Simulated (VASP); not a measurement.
# InSb (F-43m) in VASP: band structure with PBE

Aim: the band structure of InSb with PBE.

All numbers are computed with VASP 6.6.1; they aren't measurements. Logs are shortened: lines on timing, memory, paths and dates and some standing lists are left out, and cuts for length are marked.

**What was measured.**

“Electronic Structure and Epitaxy of CdTe Shells on InSb Nanowires”, 2021, arxiv:2111.05126 quotes, for a bulk crystal of InSb: band gap 0.24 eV.

The results are compared with them further down.

### Step 1. The structure

It takes space group F-43m (No. 216, cubic). The conventional cell has a = 6.669 Å, b = 6.669 Å, c = 6.669 Å, α = 90.00°, β = 90.00°, γ = 90.00°. Around In (site symmetry -43m) lie 4 Sb at 2.89 Å. Around Sb (site symmetry -43m) lie 4 In at 2.89 Å.

### Step 2. Band structure, PBE

INCAR

```
  PREC = Accurate
  ENCUT = 520
  EDIFF = 1E-7
  ISMEAR = 0
  SIGMA = 1.0
  LREAL = False
  LASPH = True
  NELM = 80
  ALGO = Normal
  ISIF = 2
  LWAVE = False
  LCHARG = False
  GGA = PE
```

KPOINTS

```
Automatic mesh
0
Gamma
  8 8 8
```

POSCAR

```
InSb                                    
1.0
    0.0000000000      3.3345494807      3.3345494807
    3.3345494807      0.0000000000      3.3345494807
    3.3345494807      3.3345494807      0.0000000000
  In              Sb            
     1     1
Direct
     0.0000000000000000    0.0000000000000000    0.0000000000000000
     0.2500000000000000    0.2500000000000000    0.2500000000000000
```

KPOINTS_OPT

```
path GXWKGLUWLK,UX
10
line-mode
reciprocal
 0.0000000000  0.0000000000  0.0000000000  G
 0.5000000000  0.0000000000  0.5000000000  X

 0.5000000000  0.0000000000  0.5000000000  X
 0.5000000000  0.2500000000  0.7500000000  W

 0.5000000000  0.2500000000  0.7500000000  W
 0.3750000000  0.3750000000  0.7500000000  K

 0.3750000000  0.3750000000  0.7500000000  K
 0.0000000000  0.0000000000  0.0000000000  G

 0.0000000000  0.0000000000  0.0000000000  G
 0.5000000000  0.5000000000  0.5000000000  L

 0.5000000000  0.5000000000  0.5000000000  L
 0.6250000000  0.2500000000  0.6250000000  U

 0.6250000000  0.2500000000  0.6250000000  U
 0.5000000000  0.2500000000  0.7500000000  W

 0.5000000000  0.2500000000  0.7500000000  W
 0.5000000000  0.5000000000  0.5000000000  L

 0.5000000000  0.5000000000  0.5000000000  L
 0.3750000000  0.3750000000  0.7500000000  K

 0.6250000000  0.2500000000  0.6250000000  U
 0.5000000000  0.0000000000  0.5000000000  X
```

Potentials or basis: VASP PAW PBE potentials, release 64 (In_d, Sb).

Command:

```bash
$ cat potpaw_PBE.64/In_d/POTCAR potpaw_PBE.64/Sb/POTCAR > POTCAR
$ mpirun -np 1 vasp_std > vasp.out
```

OUTCAR:

```text
PREC = Accurate
   ENCUT = 520
   EDIFF = 1E-7
   ISMEAR = 0
   LREAL = False
   LASPH = True
   NELM = 80
   ISIF = 2
   GGA = PE

 ion  position               nearest neighbor table
   1  0.000  0.000  0.000-   2 2.89   2 2.89   2 2.89   2 2.89
   2  0.250  0.250  0.250-   1 2.89   1 2.89   1 2.89   1 2.89

  LATTYP: Found a face centered cubic cell.
 ALAT       =     6.6690989614

  Lattice vectors:

 A1 = (   0.0000000000,   3.3345494807,   3.3345494807)
 A2 = (   3.3345494807,   0.0000000000,   3.3345494807)
 A3 = (   3.3345494807,   3.3345494807,   0.0000000000)

Analysis of symmetry for initial positions (statically):
=====================================================================
 Subroutine PRICEL returns:
 Original cell was already a primitive cell.

 Routine SETGRP: Setting up the symmetry group for a
 face centered cubic supercell.

 Subroutine GETGRP returns: Found 24 space group operations
 (whereof 24 operations were pure point group operations)
 out of a pool of 48 trial point group operations.

The static configuration has the point symmetry T_d .

Analysis of symmetry for dynamics (positions and initial velocities):
=====================================================================
 Subroutine PRICEL returns:
 Original cell was already a primitive cell.

 Routine SETGRP: Setting up the symmetry group for a
 face centered cubic supercell.

 Subroutine GETGRP returns: Found 24 space group operations
 (whereof 24 operations were pure point group operations)
 out of a pool of 48 trial point group operations.

The dynamic configuration has the point symmetry T_d .

 Subroutine INISYM returns: Found 24 space group operations
 (whereof 24 operations are pure point group operations),
 and found     1 'primitive' translations

----------------------------------------------------------------------------------------

                                     Primitive cell

  volume of cell :      74.1552

  direct lattice vectors                    reciprocal lattice vectors
     0.000000000  3.334549481  3.334549481    -0.149945293  0.149945293  0.149945293
     3.334549481  0.000000000  3.334549481     0.149945293 -0.149945293  0.149945293
     3.334549481  3.334549481  0.000000000     0.149945293  0.149945293 -0.149945293

  length of vectors
     4.715765100  4.715765100  4.715765100     0.259712866  0.259712866  0.259712866

  position of ions in fractional coordinates (direct lattice)
     0.000000000  0.000000000  0.000000000
     0.250000000  0.250000000  0.250000000

[... 82 lines left out ...]
   ISIF   =      2    stress and relaxation
   ISYM   =      2    0-nonsym 1-usesym 2-fastsym
   POTIM  = 0.5000    time-step for ionic-motion
   TEBEG  =    0.0;   TEEND  =   0.0 temperature during run
   PSTRESS=    0.0 pullay stress
   NELECT =      18.0000    total number of electrons
   NUPDOWN=      -1.0000    fix difference up-down
   EMIN   =  10.00;   EMAX   =-10.00  energy-range for DOS
   EFERMI =   0.00;   METHOD = LEGACY
   ISMEAR =     0;   SIGMA  =   1.00  broadening in eV -4-tet -1-fermi 0-gaus
   EFERMI_NEDOS =   21; number of points for ismear=-14 and -15
   IALGO  =     38    algorithm
   IMIX   =      4    mixing-type and parameters
     AMIX     =   0.40;   BMIX     =  1.00
     AMIX_MAG =   1.60;   BMIX_MAG =  1.00
  volume/ion in A,a.u.               =      37.08       250.21
  Fermi-wavevector in a.u.,A,eV,Ry     =   1.021218  1.929822 14.189331  1.042886
  Thomas-Fermi vector in A             =   2.154831
   LORBIT       =      0    0 simple, 1 ext, 2 COOP (PROOUT), +10 PAW based schemes
   GGA     = PE    functional components
   LHFCALC =     F    Hartree Fock is set to
   AEXX    =    0.0000 exact exchange contribution
   IVDW    =     0    specifies the selected vdW correction
   LEPSILON=     F    determine dielectric tensor
   LRPA    =     F    only Hartree local field effects (RPA)
 non-spin polarized calculation
 Gauss-broadening in eV      SIGMA  =   1.00
  energy-cutoff  :      520.00
  volume of cell :       74.16
 maximum number of plane-waves:      2012
   NGX = 17   NGY = 17   NGZ = 17

 number of electron      18.0000007 magnetization

 Free energy of the ion-electron system (eV)
  ---------------------------------------------------
  ext. energy  EPLUGINS =         0.00000000
  ---------------------------------------------------
  free energy    TOTEN  =        -7.01467836 eV

  energy without entropy =       -6.78525023  energy(sigma->0) =       -6.89996429

 E-fermi :   4.5104     XC(G=0):  -8.3305

 val. band max:        4.2129813043   @ k =   0.0000   0.0000   0.0000
 cond. band min:       4.6163332523   @ k =   0.5000   0.0000   0.0000
 fundamental gap:      0.4033519481
 Fermi energy:         4.5103865314

 k-point     1 :       0.0000    0.0000    0.0000
  band No.  band energies     occupation
      1     -10.1958      2.00000
      2     -10.1958      2.00000
      3     -10.1958      2.00000
      4     -10.1314      2.00000
      5     -10.1314      2.00000
      6      -5.9875      2.00000
      7       3.5481      1.82647
      8       4.2130      1.32595
      9       4.2130      1.32595
     10       4.2130      1.32595
     11       7.1928      0.00015
     12       7.1928      0.00015
     13       7.1928      0.00015
[... 354 lines left out ...]
  band No.  band energies     occupation
      1     -10.2361      2.00000
      2     -10.1785      2.00000
      3     -10.1741      2.00000
      4     -10.1341      2.00000
      5     -10.1299      2.00000
      6      -4.5988      2.00000
      7      -1.0294      2.00000
      8       1.8450      1.99984
      9       2.7895      1.98506
     10       6.2791      0.01237
     11       7.6928      0.00001
     12       9.0896      0.00000
     13      10.0986      0.00000

 [... further k-points ...]
[... 5 lines left out ...]
  --------------------------------------------------------------------------------------
  -------------------------------------------------------------------------------------
  Total       -0.0029021     -0.0029021     -0.0029021      0.0000000      0.0000000      0.0000000
  in kB       -0.0627020     -0.0627020     -0.0627020      0.0000000      0.0000000      0.0000000
  external PRESSURE =      -0.0627020 kB  Pullay stress =       0.0000000 kB

 VOLUME and BASIS-vectors are now :
 -----------------------------------------------------------------------------
  energy-cutoff  :      520.00
  volume of cell :       74.16
      direct lattice vectors                 reciprocal lattice vectors
     0.000000000  3.334549481  3.334549481    -0.149945293  0.149945293  0.149945293
     3.334549481  0.000000000  3.334549481     0.149945293 -0.149945293  0.149945293
     3.334549481  3.334549481  0.000000000     0.149945293  0.149945293 -0.149945293

 POSITION                                       TOTAL-FORCE (eV/Angst)
 -----------------------------------------------------------------------------------
      0.00000      0.00000      0.00000         0.000000      0.000000      0.000000
      1.66727      1.66727      1.66727        -0.000000     -0.000000     -0.000000
 -----------------------------------------------------------------------------------
    total drift:                               -0.000000     -0.000000     -0.000000

  FREE ENERGIE OF THE ION-ELECTRON SYSTEM (eV)
  ---------------------------------------------------
  free  energy   TOTEN  =        -7.0146783573 eV

  energy  without entropy=       -6.7852502311  energy(sigma->0) =       -6.89996429
```

stdout:

```text
POSCAR found type information on POSCAR InSb
 POSCAR found :  2 types and       2 ions
 scaLAPACK will be used
 LDA part: xc-table for (Slater+PW92), standard interpolation
 POSCAR, INCAR and KPOINTS ok, starting setup
 FFT: planning ... GRIDC
 FFT: planning ... GRID_SOFT
 FFT: planning ... GRID
 WAVECAR not read
 entering main loop
 Start KPOINTS_OPT (optional k-point list driver)
k-point batch [1-29\100]
k-point batch [30-58\100]
k-point batch [59-87\100]
k-point batch [88-100\100]
```

Wall time 34 s (1 thread of Intel Xeon 6975P-C (Granite Rapids), shared host); peak memory 0.22 GiB.

Results:

* Free energy: -7.0147 eV
* Pressure: 0.0 GPa
* Band gap along the path: none (metal or under the smearing width)

Levels at the corners of the path, in eV from the Fermi level:
```tsv
point	band 5	band 6	band 7	band 8	band 9	band 10	band 11	band 12	band 13
Γ	-14.64	-10.50	-0.96	-0.30	-0.30	-0.30	2.68	2.68	2.68
X	-14.63	-8.84	-5.85	-2.28	-2.28	1.07	1.20	7.35	7.35
X	-14.63	-8.84	-5.85	-2.28	-2.28	1.07	1.20	7.35	7.35
W	-14.64	-8.81	-5.76	-2.81	-2.68	2.91	3.67	3.76	4.63
W	-14.64	-8.81	-5.76	-2.81	-2.68	2.91	3.67	3.76	4.63
K	-14.64	-8.87	-5.73	-3.03	-1.98	1.36	3.27	5.67	5.87
K	-14.64	-8.87	-5.73	-3.03	-1.98	1.36	3.27	5.67	5.87
Γ	-14.64	-10.50	-0.96	-0.30	-0.30	-0.30	2.68	2.68	2.68
Γ	-14.64	-10.50	-0.96	-0.30	-0.30	-0.30	2.68	2.68	2.68
L	-14.64	-9.34	-5.53	-1.18	-1.18	0.11	3.51	3.51	5.82
L	-14.64	-9.34	-5.53	-1.18	-1.18	0.11	3.51	3.51	5.82
U	-14.64	-8.87	-5.73	-3.03	-1.98	1.36	3.27	5.67	5.87
U	-14.64	-8.87	-5.73	-3.03	-1.98	1.36	3.27	5.67	5.87
W	-14.64	-8.81	-5.76	-2.81	-2.68	2.91	3.67	3.76	4.63
W	-14.64	-8.81	-5.76	-2.81	-2.68	2.91	3.67	3.76	4.63
L	-14.64	-9.34	-5.53	-1.18	-1.18	0.11	3.51	3.51	5.82
L	-14.64	-9.34	-5.53	-1.18	-1.18	0.11	3.51	3.51	5.82
K	-14.64	-8.87	-5.73	-3.03	-1.98	1.36	3.27	5.67	5.87
U	-14.64	-8.87	-5.73	-3.03	-1.98	1.36	3.27	5.67	5.87
X	-14.63	-8.84	-5.85	-2.28	-2.28	1.07	1.20	7.35	7.35
```

Caveat: spin-orbit coupling is left out, which moves the levels of the heavy elements; this crystal is a semiconductor, whose small gap the functional closes, so the metal is an error of the method.

### Step 3. Comparison with measurements

Step 2. Against the measured gap of InSb, 0.24 eV (quoted in “Electronic Structure and Epitaxy of CdTe Shells on InSb Nanowires”, 2021, arxiv:2111.05126), the calculated 0.00 eV is off by -0.24 eV. Spin-orbit coupling on In, Sb is left out. The value is that of PBE, without temperature or zero-point motion. Semilocal functionals fall short of measured gaps as a rule.
